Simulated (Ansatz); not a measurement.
# BN (Fmm2) in Ansatz: reference runs

Reference runs on BN: the cell as given.

Everything below comes from runs of Ansatz 0.2.0. Logs are shortened: lines on timing, memory, paths and dates and some standing lists are left out, and cuts for length are marked.

## (1) The crystal as given

The structure is orthorhombic, space group Fmm2 (No. 42). The conventional cell has a = 2.503 Å, b = 6.991 Å, c = 4.332 Å, α = 90.00°, β = 90.00°, γ = 90.00°. N (site symmetry mm2) is surrounded by 3 B at 1.44 Å. B (site symmetry mm2) is surrounded by 3 N at 1.44 Å.

Measurements of this composition are mostly on another form, of space group No. 194.

## (2) Single point, PBE

input.yaml reads:

```yaml
crystal:
  lattice:
    - [0.0, 3.49531583, 2.16609124]
    - [1.2516321, 0.0, 2.16609124]
    - [1.2516321, 3.49531583, 0.0]
  atoms:
    - { symbol: "N", position: [0.66665134, 0.66665134, 0.33334866] }
    - { symbol: B, position: [4.865e-05, 4.865e-05, 0.99995135] }
kpoints:
  mp_grid: { grid: [13, 13, 13] }
scf:
  occupations: { method: fermi_dirac, width: 0.05 }
hamiltonian:
  xc: pbe
  pseudopotentials: { kind: all_electron, lapw: { basis_error: 0.001 } }
output:
  forces: true
  stress: true
  eigenvalues: true
  populations: true
```

Potentials or basis: all-electron LAPW, scalar-relativistic.

Run with:

```sh
$ ansatz run input.yaml --threads 1 --pin off --max-ram 3072MiB --backend cpu --events-out ev --progress --plain --runs-dir out
```

The log of the run:

```text
Warning: RAYON_NUM_THREADS=1 ignored (pool sized by the plan → 1); use --threads N
N: projections on atomic orbitals take those of the free atom 1s2 2s2 2p3, of charge +0.00 (hamiltonian.pseudopotentials.projection_atoms)
B: projections on atomic orbitals take those of the free atom 1s2 2s2 2p1, of charge +0.00 (hamiltonian.pseudopotentials.projection_atoms)
LAPW: plane waves up to 11.735 Å⁻¹, error target 1.0e-3 eV per atom; small_component_spin mean_spin; B in spheres of 0.682 Å, 5 of its electrons in bands, Dirac shells []; N in spheres of 0.762 Å, 7 of its electrons in bands, Dirac shells [] (how accurate: hamiltonian.pseudopotentials.lapw.basis_error, Limitations)
Engine: ansatz 0.2.0, aarch64-unknown-linux-gnu
Pseudopotentials: kind: all_electron
Pseudopotential: N, LAPW, valence charge 7, lapw/all_electron/scalar/gaussian/N, Koelling and Harmon's equation, gaussian nucleus
Pseudopotential: B, LAPW, valence charge 5, lapw/all_electron/scalar/gaussian/B, Koelling and Harmon's equation, gaussian nucleus
Functional definition: PBE
  parameter kappa = 0.804
  parameter beta = 0.06672455060314922
  exchange = pbe_x(kappa = kappa, mu = beta*pi^2/3)
  correlation = pbe_c(beta = beta)
Crystal: 2 atoms, lattice volume = 18.953 Å³
Basis set: ecut = 524.6651476243595 eV, 513 PW (Γ), FFT grids on a1−a3, a2, a3, exchange–correlation at level 2
Bands: 10, of which v1, the nominal top of the filled ones, is band 6 counted from 1 (5 counted from 0)
Symmetry: 4 space group operations
Space group: Fmm2 (ITA 42), of the structure as read, at distance tolerance 2.7e-5 Å
k-points: 343 of 2197 (time reversal used)
Non-local potential: N, projectors of the file, none
Non-local potential: B, projectors of the file, none
Initial density: superposition of atomic densities (chi_scale 0.1, normalization cell, long waves kept (reshape's long-wave potential 0.00 eV rms))
Initial wavefunctions: plane waves of lowest kinetic energy (no species holds an atomic orbital)
Functional: x = pbe(κ = 0.804, μ = 0.2195149727645171), c = pbe(β = 0.06672455060314922)
iter 1 solved again at ethr=3.61e-2 eV; its pass at ethr=1.00e-1 eV (dr2=4.33e0 eV) is discarded
SCF iter   1: F=—  HF=-2170.606843 eV  |F-HF|=—  |Δ(HF+E_count)|=         —  Δρ=1.51e-1  dr2=4.34e0  ethr=3.61e-2  ⟨swp⟩=2.0  Hψ=24415  notcnv=0
preconditioner: auto → none  [insulator: Δε(μ)=5.841 eV  Ē_g=19.906 eV  σ=0.050 eV  W_gap=1.00  n_scr=2 (ndim 8)  ℏωp=24.1 eV  f_vac=0.000  D(μ)=0.00/eV (n_scr^D=0)  ε∞_Penn≈2.5]
iter 2 solved again at ethr=3.13e-3 eV; its pass at ethr=3.61e-2 eV (dr2=3.76e-1 eV) is discarded
SCF iter   2: F=—  HF=-2169.009861 eV  |F-HF|=—  |Δ(HF+E_count)|=    1.60e0  Δρ=5.75e-2  dr2=3.76e-1  ethr=3.13e-3  ⟨swp⟩=2.0  Hψ=18900  notcnv=0
SCF iter   3: F=—  HF=-2168.839400 eV  |F-HF|=—  |Δ(HF+E_count)|=   1.70e-1  Δρ=2.25e-2  dr2=6.55e-2  ethr=3.13e-3  ⟨swp⟩=3.0  Hψ=10264  notcnv=0
SCF iter   4: F=—  HF=-2168.827392 eV  |F-HF|=—  |Δ(HF+E_count)|=         —  Δρ=5.14e-3  dr2=2.68e-3  ethr=5.46e-4  ⟨swp⟩=3.0  Hψ=9990  notcnv=0
the basis was enlarged: its passes take 59.3 KiB over the memory plan, 1 of 1 planned eigensolver slots
SCF iter   5: F=—  HF=-2168.827761 eV  |F-HF|=—  |Δ(HF+E_count)|=   3.69e-4  Δρ=5.72e-4  dr2=3.01e-5  ethr=2.24e-5  ⟨swp⟩=3.0  Hψ=9615  notcnv=0
SCF iter   6: F=—  HF=-2168.827777 eV  |F-HF|=—  |Δ(HF+E_count)|=   1.63e-5  Δρ=4.21e-5  dr2=1.36e-7  ethr=2.51e-7  ⟨swp⟩=3.0  Hψ=8722  notcnv=0
SCF iter   7: F=-2168.827777 eV  HF=-2168.827777 eV  |F-HF|=5.03e-10  |Δ(HF+E_count)|=   2.06e-7  Δρ=1.80e-6  dr2=4.30e-10  ethr=1.13e-9  ⟨swp⟩=3.0  Hψ=8484  notcnv=0
SCF 1 converged in 7 iterations: F = -2168.827777 eV  dr2 = 4.30e-10
SCF converged after 7 iterations
Free energy (F): -2168.827777 eV
Harris-Foulkes:  -2168.827777 eV  (|F-HF|=5.03e-10)
Internal energy: -2168.827777 eV  (E = F + TS)
E sigma→0 (E₀):  -2168.827777 eV
Fermi energy:    6.494974 eV
--- Per-component energies (eV) ---
  E_band       = -1096.470171
  E_kinetic    = 2163.004343
  E_xc         = -299.552404
  E_electrostatic = -4032.279715  (all electrons and nuclei)
  E_smearing   = -0.000000  (= −TS)
  E_closure    = 0.000000  (closes the sum)
  E_atoms      = -2151.229577  (free atoms, spherical and without spin; not in F)
  Σ components = -2168.827777   (vs F -2168.827777, Δ=0.00e0)
  Basis errors (estimates in eV, not in F): energy 6.3e-4 per atom: plane waves 5.9e-4 (3.8e-4 summed), levels above the bands 9.4e-111, relativity 1.6e-8, radial functions 4.3e-5, core shells 0.0e0; eigenvalues (radial functions only) 6.5e-6; not estimated: angular momenta, meshes, grids; target (lapw.basis_error) 1.0e-3; muffin-tin radii B 0.682 Å, N 0.762 Å
--- Forces (eV/Å), atoms counted from 1 ---
  atom   1  N      0.00000000    -0.00000000    -0.00958669
  atom   2  B     -0.00000000     0.00000000     0.00958602
  max |Σ_I F_I| component: 6.64e-7 eV/Å
--- Stress (GPa, compression-positive) ---
        3.896680       0.000000       0.000000
        0.000000       1.742587      -0.000000
        0.000000      -0.000000       3.942590
  P = ⅓ Tr σ = 3.1940 GPa (31.940 kbar)
--- Band table (eV; the first three rows and the last of 343) ---
  k-point 0: bands = ["-370.0283", "-167.3213", "-13.3576", "0.0274", "3.0840", "3.0910", "9.3744", "16.0323", "16.0914", "17.4765"]
  k-point 1: bands = ["-370.0283", "-167.3213", "-13.2395", "0.1426", "2.6059", "2.8637", "9.6438", "16.0066", "16.5558", "17.0626"]
  k-point 2: bands = ["-370.0283", "-167.3213", "-12.8911", "0.4854", "1.3708", "2.3075", "10.3675", "15.8249", "15.9676", "17.9512"]
  k-point 342: bands = ["-370.0283", "-167.3212", "-10.1551", "-4.4968", "-0.0417", "4.0445", "10.2005", "14.3781", "16.8918", "18.4184"]
--- Löwdin populations: 2 sites ---
  site symbol       q [e]
     0      N      7.3786
     1      B      4.5626
  spilling = 0.004895 (of n_electrons = 12.000000)
```

Run time: 74 s. Hardware: 1 thread of Arm Neoverse V1, shared host; peak memory 0.58 GiB.

What came out:

| Item | Value |
| --- | --- |
| Free energy | -2168.8278 eV |
| Pressure | 3.2 GPa |
| Largest force | 0.010 eV/Å |
| Band gap on the k mesh | 3.90 eV, indirect (least direct gap 4.65 eV) |
| Loewdin charges | N -0.38; B +0.44 e |

Forces in eV/Å, atoms in the order of the input:
```
N    0.000  0.000 -0.010
B    0.000  0.000  0.010
```

Caveat: an odd mesh through Γ misses points on the zone boundary, where band edges often lie. As with any semilocal functional, this PBE gap is likely too small.
